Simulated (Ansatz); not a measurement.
CuI (Marshite):

```
CELL_PARAMETERS angstrom
0.00000 3.03150 3.03150
3.03150 0.00000 3.03150
3.03150 3.03150 0.00000
ATOMIC_POSITIONS crystal
I 0.00000 0.00000 0.00000
Cu 0.75000 0.75000 0.75000
```

Base run:

| Quantity | Value |
| --- | --- |
| Program | Ansatz 0.2.0 |
| Functional | PBE |
| Potentials or basis | Ansatz PAW |
| Cutoff | 420 eV (not typed: the program's choice for these potentials) |
| k mesh | 8 × 8 × 8 |
| Occupations | fermi-dirac, width 0.05 eV |
| Spin | no spin polarisation |

Its results: band gap on the k mesh 1.12 eV, direct; pressure 0.3 GPa.

The run is repeated on the same cell with these changes: potentials or basis from Ansatz PAW to Ansatz PAW large core; valence electrons from 36 to 26; dispersion from none to D3(BJ). What comes out?

Band gap on the k mesh 1.13 eV, direct; pressure -1.9 GPa.

Caveats: spin-orbit coupling is left out, which moves the levels of the heavy elements; this set keeps more shells in the core, which shifts pressures and gaps (some runs).

